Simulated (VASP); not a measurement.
Al: relaxation of cell and atoms with PBE

The system is Al.

```
CELL_PARAMETERS angstrom
0.00000 2.02481 2.02481
2.02481 0.00000 2.02481
2.02481 2.02481 0.00000
ATOMIC_POSITIONS crystal
Al 0.00000 0.00000 0.00000
```

```
Program                : VASP 6.6.1
Task                   : relaxation of cell and atoms
Functional             : PBE
Potentials or basis    : VASP PAW PBE potentials, release 64 (Al)
Cutoff                 : 520 eV
k mesh                 : 18 × 18 × 18
Occupations            : gaussian, width 0.3 eV
Spin                   : no spin polarisation
Further INCAR settings : ALGO = Fast; EDIFF = 1e-07; IBRION = 2; EDIFFG = -0.002; NSW = 80; ISIF = 3
```

```
Relaxed volume                         : 16.49 Å³/atom
Relaxed cell                           : a = 2.857 Å, b = 2.857 Å, c = 2.857 Å, α = 60.00°, β = 60.00°, γ = 60.00°
Space group after relaxing (to 0.05 Å) : Fm-3m (No. 225)
Energy gained by relaxing              : 0.2 meV/atom
Ionic steps                            : 3
Pressure after relaxing                : 0.0 GPa
Band gap on the k mesh                 : none (metal or under the smearing width)
```

Step by step:
```csv
step,energy change (eV),largest force (eV/Å),pressure (GPa),volume (Å³)
1,0.0000,0.0000,-0.51,16.60
2,-0.0002,0.0000,0.08,16.48
3,-0.0002,0.0000,0.00,16.49
```

Final structure:
```
Al
1.0
     0.00000    2.02030    2.02030
     2.02030    0.00000    2.02030
     2.02030    2.02030    0.00000
Al
1
Direct
  0.00000 0.00000 0.00000
```

Levels at points of the mesh, in eV from the Fermi level:
```tsv
k point	band 1	band 2	band 3	band 4	band 5
(0.00, 0.00, 0.00)	-11.13	12.63	12.63	12.63	14.13
(0.50, 0.00, 0.00)	-4.58	-4.37	11.43	11.43	11.47
(0.50, 0.50, 0.00)	-2.91	-1.59	5.27	5.61	5.61
```

Run time: 26 s on 1 thread of Intel(R) Xeon(R) Platinum 8259CL CPU @ 2.50GHz (Skylake/Cascade Lake) (shared host), peak memory 0.15 GiB.
